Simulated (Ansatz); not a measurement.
The system is BaTiO3.

```
Ba Ti O
1.0
    -2.82767   -1.63255   -2.31773
     2.82767   -4.89766    0.00000
    -2.82767   -1.63255    4.63546
Ba Ti O
2 2 6
Direct
  0.01575 0.99511 0.97326
  0.98425 0.50489 0.52674
  0.50386 0.98954 0.50362
  0.46814 0.51046 0.02438
  0.53055 0.23162 0.73316
  0.48625 0.75828 0.23994
  0.47922 0.75734 0.73348
  0.53758 0.25276 0.23962
  0.99089 0.02893 0.47950
  0.04611 0.47107 0.00370
```

The cell isn't the ideal one: a zone-boundary wave of random shape, sigma 0.1 Å.

- Program: Ansatz 0.2.0
- Task: relaxation of cell and atoms
- Functional: PBEsol
- Dispersion: D3(BJ)
- Potentials or basis: Ansatz PAW
- Cutoff: 420 eV (not typed: the program's choice for these potentials)
- k mesh: 7 × 5 × 5
- Occupations: fermi-dirac, width 0.05 eV
- Spin: no spin polarisation

At the start: volume 12.84 Å³/atom.

Problem. How do energy, volume and symmetry change on relaxing?

Solution. It ends after 9 steps and the volume is 12.35 Å³/atom (-3.8 %); space group R3m (No. 160, to 0.05 Å).

The path:
| step | energy change (eV) | largest force (eV/Å) | volume (Å³) |
| --- | --- | --- | --- |
| 1 | 0.0000 | 3.1413 | 128.39 |
| 2 | -0.6854 | 1.9367 | 126.54 |
| 3 | -1.0082 | 0.1179 | 124.29 |
| 4 | -1.0151 | 0.0831 | 124.02 |
| 5 | -1.0196 | 0.0731 | 123.88 |
| 6 | -1.0219 | 0.0032 | 123.70 |
| 7 | -1.0077 | 0.0032 | 123.70 |
| 8 | -1.0086 | 0.0009 | 123.51 |
| 9 | -1.0079 | 0.0009 | 123.51 |

Final structure:
```
Ba Ti O
1.0
    -2.79614   -1.61435   -2.27932
     2.79356   -4.83853   -0.00003
    -2.79974   -1.61638    4.56446
Ba Ti O
2 2 6
Direct
  0.00836 0.00000 0.99992
  0.00837 0.49999 0.49993
  0.51673 0.99999 0.50841
  0.51672 0.49999 0.00841
  0.49994 0.24817 0.73951
  0.49993 0.74817 0.23952
  0.49994 0.75185 0.73951
  0.49994 0.25184 0.23951
  0.99634 0.00000 0.49134
  0.99633 0.50000 0.99133
```

Caveat: the plane-wave basis is chosen anew once the cell has moved, so the energies of steps on either side of that aren't comparable; the pressure holds a Pulay correction of +0.6 GPa for the finite cutoff; the PAW data sets come from PBE, with cores solved anew for the run's functional, which leaves a small shift of forces and pressure.
